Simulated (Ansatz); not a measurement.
**Cu: tests of the settings**

This session on Cu sets out to test the occupation rule and width.

Program: Ansatz 0.2.0. Level of theory: DFT PBEsol, scalar-relativistic, plane waves, PAW. These are calculated values, not measurements.

1 further run of the same task is left out (set aside as unsound or not needed). Runs told in other sessions of the task aren't counted.

**1. The starting structure**

Symmetry: I4/mmm, No. 139, tetragonal system. Conventional cell: a = 2.886 Å, b = 2.886 Å, c = 2.752 Å, α = 90.00°, β = 90.00°, γ = 90.00°. Cu (site symmetry 4/mmm) has 10 Cu at 2.46 to 2.75 Å in its first shell of neighbours.

Coordinates:

```cif
data_structure
_symmetry_space_group_name_H-M 'P 1'
_symmetry_Int_Tables_number 1
_cell_length_a 2.4611
_cell_length_b 2.4611
_cell_length_c 2.4611
_cell_angle_alpha 108.218
_cell_angle_beta 108.218
_cell_angle_gamma 112.008
_cell_volume 11.46
loop_
_atom_site_label
_atom_site_type_symbol
_atom_site_fract_x
_atom_site_fract_y
_atom_site_fract_z
_atom_site_occupancy
Cu1 Cu 0.00000 0.00000 0.00000 1
```

The structure comes from the Materials Project (structure only); it is used as listed.

**2. The base run, which the others are set against**

input.yaml

```yaml
crystal:
  lattice:
    - [-1.44279332, 1.44279332, 1.37608145]
    - [1.44279332, -1.44279332, 1.37608145]
    - [1.44279332, 1.44279332, -1.37608145]
  atoms:
    - { symbol: Cu, position: [0.0, 0.0, 0.0] }
basis:
  ecutwfc: 420
kpoints:
  mp_grid: { grid: [20, 20, 20] }
hamiltonian:
  xc: pbesol
scf:
  occupations: { method: gaussian, width: 0.1 }
output:
  forces: true
  stress: true
  eigenvalues: true
  populations: true
```

It was run beforehand and gave: -6588.7320 eV/atom at zero smearing, pressure -1.42 GPa, largest force 0.000 eV/Å, no gap on the mesh, in 6 SCF cycles and 17 s.

**3. Occupation rule and width: Gaussian 0.01 eV**

input.yaml

```yaml
crystal:
  lattice:
    - [-1.44279332, 1.44279332, 1.37608145]
    - [1.44279332, -1.44279332, 1.37608145]
    - [1.44279332, 1.44279332, -1.37608145]
  atoms:
    - { symbol: Cu, position: [0.0, 0.0, 0.0] }
basis:
  ecutwfc: 420
kpoints:
  mp_grid: { grid: [20, 20, 20] }
hamiltonian:
  xc: pbesol
scf:
  occupations: { method: gaussian, width: 0.01 }
output:
  forces: true
  stress: true
  eigenvalues: true
```

Run with:

```bash
ansatz run input.yaml --threads 1 --pin off --max-ram 2560MiB --backend cpu --events-out ev --progress --plain --runs-dir out
```

**4. Occupation rule and width set to Gaussian 0.02 eV**

Edit input.yaml of step 3 so:

```diff
@@ -14,3 +14,3 @@
 scf:
-  occupations: { method: gaussian, width: 0.01 }
+  occupations: { method: gaussian, width: 0.02 }
 output:
```

**5. Occupation rule and width set to Gaussian 0.05 eV**

Edit input.yaml of step 4 so:

```diff
@@ -14,3 +14,3 @@
 scf:
-  occupations: { method: gaussian, width: 0.02 }
+  occupations: { method: gaussian, width: 0.05 }
 output:
```

**6. Occupation rule and width set to Fermi–Dirac 0.02 eV**

Edit input.yaml of step 5 so:

```diff
@@ -14,3 +14,3 @@
 scf:
-  occupations: { method: gaussian, width: 0.05 }
+  occupations: { method: fermi_dirac, width: 0.02 }
 output:
```

**7. Occupation rule and width set to Fermi–Dirac 0.1 eV**

Edit input.yaml of step 6 so:

```diff
@@ -14,3 +14,3 @@
 scf:
-  occupations: { method: fermi_dirac, width: 0.02 }
+  occupations: { method: fermi_dirac, width: 0.1 }
 output:
```

**8. Occupation rule and width: Fermi–Dirac 0.5 eV**

Edit input.yaml of step 7 so:

```diff
@@ -14,3 +14,3 @@
 scf:
-  occupations: { method: fermi_dirac, width: 0.1 }
+  occupations: { method: fermi_dirac, width: 0.5 }
 output:
```

**9. Occupation rule and width: Methfessel–Paxton 0.05 eV**

Edit input.yaml of step 8 so:

```diff
@@ -14,3 +14,3 @@
 scf:
-  occupations: { method: fermi_dirac, width: 0.5 }
+  occupations: { method: methfessel_paxton, width: 0.05 }
 output:
```

**10. Occupation rule and width set to Methfessel–Paxton 0.2 eV**

Edit input.yaml of step 9 so:

```diff
@@ -14,3 +14,3 @@
 scf:
-  occupations: { method: methfessel_paxton, width: 0.05 }
+  occupations: { method: methfessel_paxton, width: 0.2 }
 output:
```

**11. Occupation rule and width set to cold 0.01 eV**

Edit input.yaml of step 10 so:

```diff
@@ -14,3 +14,3 @@
 scf:
-  occupations: { method: methfessel_paxton, width: 0.2 }
+  occupations: { method: cold, width: 0.01 }
 output:
```

**12. Occupation rule and width set to cold 0.1 eV**

Edit input.yaml of step 11 so:

```diff
@@ -14,3 +14,3 @@
 scf:
-  occupations: { method: cold, width: 0.01 }
+  occupations: { method: cold, width: 0.1 }
 output:
```

**13. Occupation rule and width: cold 0.2 eV**

Edit input.yaml of step 12 so:

```diff
@@ -14,3 +14,3 @@
 scf:
-  occupations: { method: cold, width: 0.1 }
+  occupations: { method: cold, width: 0.2 }
 output:
```

**14. Occupation rule and width: tetrahedron**

Edit input.yaml of step 13 so:

```diff
@@ -14,3 +14,3 @@
 scf:
-  occupations: { method: cold, width: 0.2 }
+  occupations: { method: tetrahedron }
 output:
```

(Steps that only read results are left out.)

What results come out of these runs, taken together? Wanted: largest energy shift, occupation rule and width.

**Answer**, as computed:

```
                                       quantity                             value
largest energy shift, occupation rule and width  30.5 meV/atom at Fermi–Dirac 0.5
```

Smearing shifts the free energy by as much as 158 meV/atom (Fermi–Dirac 0.5); extrapolating to zero width leaves 30.5 at most. For the widths that shift F most, the extrapolation takes out most of the shift. In a metal, forces and stress under tetrahedra need not match the slope of their energy.
